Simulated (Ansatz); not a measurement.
GaN: equation of state with LDA

GaN:

```xyz
2
Lattice="0.0000 2.2535 2.2535 2.2535 0.0000 2.2535 2.2535 2.2535 0.0000" Properties=species:S:1:pos:R:3 pbc="T T T"
Ga    0.0000    0.0000    0.0000
N     1.1268    1.1268    1.1268
```

The cell is a database's computed one.

| Item | Value |
| --- | --- |
| Program | Ansatz 0.2.0 |
| Task | equation of state |
| Functional | LDA |
| Potentials or basis | PseudoDojo LDA |
| Cutoff | 1143 eV |
| Density cutoff | 4572 eV |
| k mesh | 10 × 10 × 10 |
| Occupations | fermi-dirac, width 0.05 eV |
| Spin | no spin polarisation |

| Item | Value |
| --- | --- |
| Equilibrium volume | 11.04 Å³/atom |
| Bulk modulus | 203 GPa |
| Pressure derivative of the bulk modulus | 4.4 |

Energy against volume, from the lowest point:
| volume (Å³/atom) | energy (meV/atom) |
| --- | --- |
| 10.757 | 4.61 |
| 10.986 | 0.00 |
| 11.215 | 1.56 |
| 11.444 | 8.63 |
| 11.673 | 20.63 |
| 11.902 | 37.04 |
| 12.131 | 57.39 |

All runs of the series together: 8.6 s on 2 threads of INTEL(R) XEON(R) PLATINUM 8581C CPU @ 2.30GHz (Emerald Rapids), with other jobs on the host.
